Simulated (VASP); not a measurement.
# InSe (P6_3/mmc) in VASP: further runs, part 2 of 2

VASP 6.6.1.

**5. Single point, PBE, spin-orbit coupling, no magnetisation**

INCAR

```
SYSTEM = InSe
ALGO = Normal ; EDIFF = 1E-7
ENCUT = 300 ; GGA = PE
GGA_COMPAT = .FALSE. ; ISIF = 2
ISMEAR = 0 ; LASPH = .TRUE.
LCHARG = .FALSE. ; LORBIT = 11
LREAL = .FALSE. ; LSORBIT = .TRUE.
LWAVE = .FALSE. ; MAGMOM = 0 0 0 0 0 0 0 0 0 0 0 0 0 0 0 0 0 0 0 0 0 0 0 0
NBANDS = 92 ; NELM = 100
PREC = Accurate ; SIGMA = 0.02
```

KPOINTS

```
k-points
0
G
  8 8 2
  0 0 0
```

POSCAR

```
InSe
1.0
    4.0500000000      0.0000000000      0.0000000000
   -2.0250000000      3.5074028853      0.0000000000
    0.0000000000      0.0000000000     16.9300000000
In Se
4 4
Direct
    0.6666666667      0.3333333333      0.8430000000
    0.3333333333      0.6666666667      0.3430000000
    0.6666666667      0.3333333333      0.6570000000
    0.3333333333      0.6666666667      0.1570000000
    0.6666666667      0.3333333333      0.3980000000
    0.3333333333      0.6666666667      0.8980000000
    0.6666666667      0.3333333333      0.1020000000
    0.3333333333      0.6666666667      0.6020000000
```

Potentials or basis: VASP PAW PBE potentials, release 64 (In_d, Se).

Command:

```
$ cat potpaw_PBE.64/In_d/POTCAR potpaw_PBE.64/Se/POTCAR > POTCAR
$ mpirun -np 1 vasp_ncl > vasp.out
```

OUTCAR:

```text
SYSTEM = InSe
   EDIFF = 1E-7
   ENCUT = 300
   GGA = PE
   ISIF = 2
   ISMEAR = 0
   LASPH = .TRUE.
   LORBIT = 11
   LREAL = .FALSE.
   LSORBIT = .TRUE.
   NELM = 100
   PREC = Accurate

 Found     20 irreducible k-points:

 Following reciprocal coordinates:
            Coordinates               Weight
  0.000000  0.000000  0.000000      1.000000
  0.125000  0.000000  0.000000      6.000000
  0.250000  0.000000  0.000000      6.000000
  0.375000  0.000000  0.000000      6.000000
  0.500000  0.000000  0.000000      3.000000
  0.125000  0.125000  0.000000      6.000000
   k-points           NKPTS =     20   k-points in BZ     NKDIM =     20   number of bands    NBANDS=     92
   number of dos      NEDOS =    301   number of ions     NIONS =      8
   total plane-waves  NPLWV =  55296
   dimension x,y,z NGX =    24 NGY =   24 NGZ =   96
   dimension x,y,z NGXF=    48 NGYF=   48 NGZF=  192
   ions per type =               4   4
   NGX,Y,Z   is equivalent  to a cutoff of   9.85,  9.85,  9.43 a.u.
   NGXF,Y,Z  is equivalent  to a cutoff of  19.70, 19.70, 18.85 a.u.
 SYSTEM =  InSe
   PREC   = accura    normal or accurate (medium, high low for compatibility)
   ISTART =      0    job   : 0-new  1-cont  2-samecut
   ICHARG =      2    charge: 1-file 2-atom 10-const
   ISPIN  =      1    spin polarized calculation?
   LNONCOLLINEAR =      T non collinear calculations
   LSORBIT =      T    spin-orbit coupling
   LASPH  =      T    aspherical Exc in radial PAW
   ENCUT  =  300.0 eV  22.05 Ry    4.70 a.u.   5.72  5.72 23.91*2*pi/ulx,y,z
   NELM   =    100;   NELMIN=  2; NELMDL= -5     # of ELM steps
   EDIFF  = 0.1E-06   stopping-criterion for ELM
   LREAL  =      F    real-space projection
   EDIFFG = 0.1E-05   stopping-criterion for IOM
   NSW    =      0    number of steps for IOM
   IBRION =     -1    ionic relax: 0-MD 1-quasi-New 2-CG
   NFREE  =      0    steps in history (QN), initial steepest desc. (CG)
   ISIF   =      2    stress and relaxation
   ISYM   =      2    0-nonsym 1-usesym 2-fastsym
   POTIM  = 0.5000    time-step for ionic-motion
   TEBEG  =    0.0;   TEEND  =   0.0 temperature during run
   PSTRESS=    0.0 pullay stress
   NELECT =      76.0000    total number of electrons
   NUPDOWN=      -1.0000    fix difference up-down
   EMIN   =  10.00;   EMAX   =-10.00  energy-range for DOS
[... 638 lines left out ...]
 Ion:    1  E_soc:     -0.0712807
 l=   1
     0.0000000    -0.0056883    -0.0052212
    -0.0056883     0.0000000    -0.0056883
    -0.0052212    -0.0056883     0.0000000
 l=   2
     0.0000000    -0.0012636     0.0000000    -0.0012636    -0.0051515
    -0.0012636     0.0000000    -0.0037973    -0.0012419    -0.0012636
     0.0000000    -0.0037973     0.0000000    -0.0037973     0.0000000
    -0.0012636    -0.0012419    -0.0037973     0.0000000    -0.0012636
    -0.0051515    -0.0012636     0.0000000    -0.0012636     0.0000000
 l=   3
     0.0000000     0.0000000     0.0000000     0.0000000     0.0000000     0.0000000     0.0000000
     0.0000000     0.0000000     0.0000000     0.0000000     0.0000000     0.0000000     0.0000000
     0.0000000     0.0000000     0.0000000     0.0000000     0.0000000     0.0000000     0.0000000
     0.0000000     0.0000000     0.0000000     0.0000000     0.0000000     0.0000000     0.0000000
[... 129 lines left out ...]
 l=   2
     0.0000000    -0.0000002     0.0000000    -0.0000002    -0.0000025
    -0.0000002     0.0000000     0.0000007     0.0000016    -0.0000002
     0.0000000     0.0000007     0.0000000     0.0000007     0.0000000
    -0.0000002     0.0000016     0.0000007     0.0000000    -0.0000002
    -0.0000025    -0.0000002     0.0000000    -0.0000002     0.0000000
 l=   3
     0.0000000     0.0000000     0.0000000     0.0000000     0.0000000     0.0000000     0.0000000
     0.0000000     0.0000000     0.0000000     0.0000000     0.0000000     0.0000000     0.0000000
     0.0000000     0.0000000     0.0000000     0.0000000     0.0000000     0.0000000     0.0000000
     0.0000000     0.0000000     0.0000000     0.0000000     0.0000000     0.0000000     0.0000000
     0.0000000     0.0000000     0.0000000     0.0000000     0.0000000     0.0000000     0.0000000
     0.0000000     0.0000000     0.0000000     0.0000000     0.0000000     0.0000000     0.0000000
     0.0000000     0.0000000     0.0000000     0.0000000     0.0000000     0.0000000     0.0000000

 total charge

# of ion       s       p       d       tot
------------------------------------------
    1        0.864   0.709   9.896  11.469
    2        0.864   0.709   9.896  11.469
    3        0.864   0.709   9.896  11.469
    4        0.864   0.709   9.896  11.469
    5        1.461   2.431   0.029   3.921
    6        1.461   2.431   0.029   3.921
    7        1.461   2.431   0.029   3.921
    8        1.461   2.431   0.029   3.921
--------------------------------------------------
tot          9.298  12.562  39.699  61.559

 magnetization (x)

# of ion       s       p       d       tot
------------------------------------------
    1        0.000   0.000   0.000   0.000
    2        0.000  -0.000   0.000  -0.000
    3        0.000  -0.000  -0.000  -0.000
    4        0.000   0.000   0.000   0.000
    5        0.000   0.000   0.000   0.000
    6        0.000  -0.000   0.000  -0.000
    7        0.000  -0.000   0.000  -0.000
    8        0.000   0.000  -0.000   0.000
--------------------------------------------------
tot          0.000   0.000   0.000   0.000

 magnetization (y)

# of ion       s       p       d       tot
------------------------------------------
    1        0.000   0.000   0.000   0.000
    2       -0.000   0.000   0.000  -0.000
    3        0.000   0.000   0.000   0.000
    4        0.000   0.000   0.000   0.000
    5        0.000   0.000  -0.000   0.000
    6        0.000   0.000   0.000   0.000
    7        0.000   0.000   0.000   0.000
    8        0.000   0.000   0.000   0.000
--------------------------------------------------
tot          0.000   0.000   0.000   0.000

 magnetization (z)

# of ion       s       p       d       tot
------------------------------------------
    1        0.000   0.000   0.000   0.000
    2        0.000   0.000   0.000   0.000
    3        0.000   0.000   0.000   0.000
    4        0.000   0.000   0.000   0.000
    5        0.000   0.000   0.000   0.000
    6        0.000   0.000   0.000   0.000
    7        0.000   0.000   0.000   0.000
    8        0.000   0.000   0.000   0.000
--------------------------------------------------
tot          0.000   0.000   0.000   0.000
```

OSZICAR:

```text
N       E                     dE             d eps       ncg     rms          rms(c)
DAV:   1     0.688103635705E+03    0.68810E+03   -0.24804E+04  3808   0.126E+03
DAV:   2     0.791827997089E+02   -0.60892E+03   -0.59028E+03  3864   0.376E+02
DAV:   3    -0.203890882710E+02   -0.99572E+02   -0.96884E+02  4312   0.181E+02
DAV:   4    -0.274080469205E+02   -0.70190E+01   -0.69437E+01  4368   0.467E+01
[... 10 lines left out ...]
DAV:  15    -0.267215369359E+02   -0.11756E-05   -0.11597E-05  5760   0.228E-02    0.485E-03
DAV:  16    -0.267215374116E+02   -0.47567E-06   -0.94423E-07  3904   0.791E-03    0.487E-03
DAV:  17    -0.267215377515E+02   -0.33988E-06   -0.94945E-07  3176   0.401E-03    0.206E-03
DAV:  18    -0.267215378943E+02   -0.14280E-06   -0.96290E-08  3088   0.201E-03    0.114E-03
DAV:  19    -0.267215379756E+02   -0.81312E-07   -0.19433E-08  2320   0.105E-03
   1 F= -.26721538E+02 E0= -.26721372E+02  d E =-.331259E-03  mag=     0.0000     0.0000     0.0000
```

Run time: 4.6 min. Hardware: 1 thread of Intel Xeon 6975P-C (Granite Rapids), shared host; peak memory 0.59 GiB.

The run converged, but some of its settings lie outside the range that counts as converged, so its numbers aren't taken as properties of the crystal.

What came out:

```
Free energy                                           : -26.7215 eV
Pressure                                              : 7.4 GPa
Largest force                                         : 2.888 eV/Å
Valence electrons inside the program's atomic spheres : In 11.47; Se 3.92
```

Caveat: this functional lacks dispersion, which binds the layers, so the pressure and a relaxed spacing across them are unreliable; forces of over 1 eV/Å show positions far from the minimum, so gaps and moduli don't describe the material at rest.

**6. Single point, PBE, spin-orbit coupling, no magnetisation**

Edit INCAR of step 5 so:

```diff
@@ -2,3 +2,3 @@
 ALGO = Normal ; EDIFF = 1E-7
-ENCUT = 300 ; GGA = PE
+ENCUT = 400 ; GGA = PE
 GGA_COMPAT = .FALSE. ; ISIF = 2
```

KPOINTS is that of step 5.

POSCAR is that of step 5.

Potentials or basis: VASP PAW PBE potentials, release 64 (In_d, Se).

Command:

```
$ cat potpaw_PBE.64/In_d/POTCAR potpaw_PBE.64/Se/POTCAR > POTCAR
$ mpirun -np 1 vasp_ncl > vasp.out
```

It took 8.5 min on 1 thread of Intel Xeon 6975P-C (Granite Rapids), shared host; peak memory 0.86 GiB.

The run converged, but some of its settings lie outside the range that counts as converged, so its numbers aren't taken as properties of the crystal.

Results:

| Property | Result |
| --- | --- |
| Free energy | -26.7282 eV |
| Pressure | 7.6 GPa |
| Largest force | 2.890 eV/Å |
| Valence electrons inside the program's atomic spheres | In 11.47; Se 3.92 |

Caveat: this functional lacks dispersion, which binds the layers, so the pressure and a relaxed spacing across them are unreliable; forces of over 1 eV/Å show positions far from the minimum, so gaps and moduli don't describe the material at rest.

**7. Single point, PBE, spin-orbit coupling, no magnetisation**

Edit INCAR of step 6 so:

```diff
@@ -2,3 +2,3 @@
 ALGO = Normal ; EDIFF = 1E-7
-ENCUT = 400 ; GGA = PE
+ENCUT = 600 ; GGA = PE
 GGA_COMPAT = .FALSE. ; ISIF = 2
```

KPOINTS

```
k-points
0
G
  7 7 2
  0 0 0
```

POSCAR is that of step 6.

Potentials or basis: VASP PAW PBE potentials, release 64 (In_d, Se).

Command:

```
$ cat potpaw_PBE.64/In_d/POTCAR potpaw_PBE.64/Se/POTCAR > POTCAR
$ mpirun -np 1 vasp_ncl > vasp.out
```

OUTCAR:

```text
SYSTEM = InSe
   EDIFF = 1E-7
   ENCUT = 600
   GGA = PE
   ISIF = 2
   ISMEAR = 0
   LASPH = .TRUE.
   LORBIT = 11
   LREAL = .FALSE.
   LSORBIT = .TRUE.
   NELM = 100
   PREC = Accurate

 Found     16 irreducible k-points:

 Following reciprocal coordinates:
            Coordinates               Weight
  0.000000  0.000000  0.000000      1.000000
  0.142857  0.000000  0.000000      6.000000
  0.285714  0.000000  0.000000      6.000000
  0.428571  0.000000  0.000000      6.000000
  0.142857  0.142857  0.000000      6.000000
  0.285714  0.142857  0.000000     12.000000
   k-points           NKPTS =     16   k-points in BZ     NKDIM =     16   number of bands    NBANDS=     92
   number of dos      NEDOS =    301   number of ions     NIONS =      8
   total plane-waves  NPLWV = 143360
   dimension x,y,z NGX =    32 NGY =   32 NGZ =  140
   dimension x,y,z NGXF=    64 NGYF=   64 NGZF=  280
   ions per type =               4   4
   NGX,Y,Z   is equivalent  to a cutoff of  13.14, 13.14, 13.75 a.u.
   NGXF,Y,Z  is equivalent  to a cutoff of  26.27, 26.27, 27.49 a.u.
 SYSTEM =  InSe
   PREC   = accura    normal or accurate (medium, high low for compatibility)
   ISTART =      0    job   : 0-new  1-cont  2-samecut
   ICHARG =      2    charge: 1-file 2-atom 10-const
   ISPIN  =      1    spin polarized calculation?
   LNONCOLLINEAR =      T non collinear calculations
   LSORBIT =      T    spin-orbit coupling
   LASPH  =      T    aspherical Exc in radial PAW
   ENCUT  =  600.0 eV  44.10 Ry    6.64 a.u.   8.09  8.09 33.81*2*pi/ulx,y,z
   NELM   =    100;   NELMIN=  2; NELMDL= -5     # of ELM steps
   EDIFF  = 0.1E-06   stopping-criterion for ELM
   LREAL  =      F    real-space projection
   EDIFFG = 0.1E-05   stopping-criterion for IOM
   NSW    =      0    number of steps for IOM
   IBRION =     -1    ionic relax: 0-MD 1-quasi-New 2-CG
   NFREE  =      0    steps in history (QN), initial steepest desc. (CG)
   ISIF   =      2    stress and relaxation
   ISYM   =      2    0-nonsym 1-usesym 2-fastsym
   POTIM  = 0.5000    time-step for ionic-motion
   TEBEG  =    0.0;   TEEND  =   0.0 temperature during run
   PSTRESS=    0.0 pullay stress
   NELECT =      76.0000    total number of electrons
   NUPDOWN=      -1.0000    fix difference up-down
   EMIN   =  10.00;   EMAX   =-10.00  energy-range for DOS
[... 637 lines left out ...]
 Ion:    1  E_soc:     -0.0716419
 l=   1
     0.0000000    -0.0056851    -0.0052194
    -0.0056851     0.0000000    -0.0056851
    -0.0052194    -0.0056851     0.0000000
 l=   2
     0.0000000    -0.0012761     0.0000000    -0.0012761    -0.0052013
    -0.0012761     0.0000000    -0.0038356    -0.0012545    -0.0012761
     0.0000000    -0.0038356     0.0000000    -0.0038356     0.0000000
    -0.0012761    -0.0012545    -0.0038356     0.0000000    -0.0012761
    -0.0052013    -0.0012761     0.0000000    -0.0012761     0.0000000
 l=   3
     0.0000000     0.0000000     0.0000000     0.0000000     0.0000000     0.0000000     0.0000000
     0.0000000     0.0000000     0.0000000     0.0000000     0.0000000     0.0000000     0.0000000
     0.0000000     0.0000000     0.0000000     0.0000000     0.0000000     0.0000000     0.0000000
     0.0000000     0.0000000     0.0000000     0.0000000     0.0000000     0.0000000     0.0000000
[... 129 lines left out ...]
 l=   2
     0.0000000    -0.0000002     0.0000000    -0.0000002    -0.0000025
    -0.0000002     0.0000000     0.0000007     0.0000016    -0.0000002
     0.0000000     0.0000007     0.0000000     0.0000007     0.0000000
    -0.0000002     0.0000016     0.0000007     0.0000000    -0.0000002
    -0.0000025    -0.0000002     0.0000000    -0.0000002     0.0000000
 l=   3
     0.0000000     0.0000000     0.0000000     0.0000000     0.0000000     0.0000000     0.0000000
     0.0000000     0.0000000     0.0000000     0.0000000     0.0000000     0.0000000     0.0000000
     0.0000000     0.0000000     0.0000000     0.0000000     0.0000000     0.0000000     0.0000000
     0.0000000     0.0000000     0.0000000     0.0000000     0.0000000     0.0000000     0.0000000
     0.0000000     0.0000000     0.0000000     0.0000000     0.0000000     0.0000000     0.0000000
     0.0000000     0.0000000     0.0000000     0.0000000     0.0000000     0.0000000     0.0000000
     0.0000000     0.0000000     0.0000000     0.0000000     0.0000000     0.0000000     0.0000000

 total charge

# of ion       s       p       d       tot
------------------------------------------
    1        0.863   0.709   9.904  11.476
    2        0.863   0.709   9.904  11.476
    3        0.863   0.709   9.904  11.476
    4        0.863   0.709   9.904  11.476
    5        1.461   2.433   0.029   3.923
    6        1.461   2.433   0.029   3.923
    7        1.461   2.433   0.029   3.923
    8        1.461   2.433   0.029   3.923
--------------------------------------------------
tot          9.294  12.570  39.731  61.595

 magnetization (x)

# of ion       s       p       d       tot
------------------------------------------
    1       -0.000   0.000  -0.000  -0.000
    2        0.000  -0.000   0.000   0.000
    3        0.000  -0.000   0.000   0.000
    4       -0.000   0.000  -0.000   0.000
    5        0.000  -0.000  -0.000  -0.000
    6        0.000  -0.000   0.000  -0.000
    7       -0.000   0.000   0.000   0.000
    8        0.000  -0.000  -0.000  -0.000
--------------------------------------------------
tot         -0.000  -0.000  -0.000  -0.000

 magnetization (y)

# of ion       s       p       d       tot
------------------------------------------
    1        0.000   0.000   0.000   0.000
    2        0.000  -0.000  -0.000  -0.000
    3        0.000  -0.000  -0.000  -0.000
    4       -0.000   0.000   0.000  -0.000
    5        0.000   0.000  -0.000   0.000
    6        0.000   0.000   0.000   0.000
    7        0.000   0.000   0.000   0.000
    8        0.000   0.000   0.000   0.000
--------------------------------------------------
tot          0.000  -0.000   0.000  -0.000

 magnetization (z)

# of ion       s       p       d       tot
------------------------------------------
    1        0.000   0.000   0.000   0.000
    2        0.000   0.000   0.000   0.000
    3        0.000   0.000   0.000   0.000
    4        0.000   0.000   0.000   0.000
    5        0.000   0.000   0.000   0.000
    6        0.000   0.000   0.000   0.000
    7        0.000   0.000   0.000   0.000
    8        0.000   0.000   0.000   0.000
--------------------------------------------------
tot          0.000   0.000   0.000   0.000
```

OSZICAR:

```text
N       E                     dE             d eps       ncg     rms          rms(c)
DAV:   1     0.913660722369E+03    0.91366E+03   -0.35397E+04  2952   0.201E+03
DAV:   2     0.149690744467E+03   -0.76397E+03   -0.74545E+03  2944   0.538E+02
DAV:   3    -0.110321234784E+02   -0.16072E+03   -0.15423E+03  3316   0.236E+02
DAV:   4    -0.270083119166E+02   -0.15976E+02   -0.15755E+02  3592   0.706E+01
DAV:   5    -0.276787554482E+02   -0.67044E+00   -0.66619E+00  3496   0.145E+01    0.134E+01
DAV:   6    -0.268082581381E+02    0.87050E+00   -0.13916E+00  3888   0.160E+01    0.626E+00
DAV:   7    -0.267193723604E+02    0.88886E-01   -0.11348E+00  4452   0.702E+00    0.217E+00
DAV:   8    -0.267255909625E+02   -0.62186E-02   -0.13753E-01  3968   0.311E+00    0.168E+00
DAV:   9    -0.267300089572E+02   -0.44180E-02   -0.38099E-02  4312   0.173E+00    0.535E-01
DAV:  10    -0.267291892036E+02    0.81975E-03   -0.10244E-02  4032   0.113E+00    0.251E-01
DAV:  11    -0.267291941567E+02   -0.49531E-05   -0.15078E-03  4592   0.235E-01    0.119E-01
DAV:  12    -0.267293025829E+02   -0.10843E-03   -0.32764E-04  3896   0.867E-02    0.493E-02
DAV:  13    -0.267293179059E+02   -0.15323E-04   -0.42965E-05  4352   0.425E-02    0.357E-02
DAV:  14    -0.267293307121E+02   -0.12806E-04   -0.22092E-05  3932   0.291E-02    0.121E-02
DAV:  15    -0.267293338944E+02   -0.31823E-05   -0.46618E-06  3480   0.160E-02    0.264E-03
DAV:  16    -0.267293341700E+02   -0.27557E-06   -0.44095E-07  2928   0.495E-03    0.133E-03
DAV:  17    -0.267293342211E+02   -0.51143E-07   -0.15616E-07  2424   0.208E-03
   1 F= -.26729334E+02 E0= -.26729118E+02  d E =-.432760E-03  mag=     0.0000    -0.0000     0.0000
```

stdout:

```text
POSCAR found type information on POSCAR InSe
 POSCAR found :  2 types and       8 ions
 scaLAPACK will be used
 LDA part: xc-table for (Slater+PW92), standard interpolation
 POSCAR, INCAR and KPOINTS ok, starting setup
 FFT: planning ... GRIDC
 FFT: planning ... GRID_SOFT
 FFT: planning ... GRID
 WAVECAR not read
 entering main loop
```

Run time: 10 min. Hardware: 1 thread of Intel Xeon 6975P-C (Granite Rapids), shared host; peak memory 1.2 GiB.

The run converged, but some of its settings lie outside the range that counts as converged, so its numbers aren't taken as properties of the crystal.

Results:

| Quantity | Value |
| --- | --- |
| Free energy | -26.7293 eV |
| Pressure | 7.7 GPa |
| Largest force | 2.885 eV/Å |
| Valence electrons inside the program's atomic spheres | In 11.48; Se 3.92 |

Caveat: this functional lacks dispersion, which binds the layers, so the pressure and a relaxed spacing across them are unreliable; forces of over 1 eV/Å show positions far from the minimum, so gaps and moduli don't describe the material at rest.
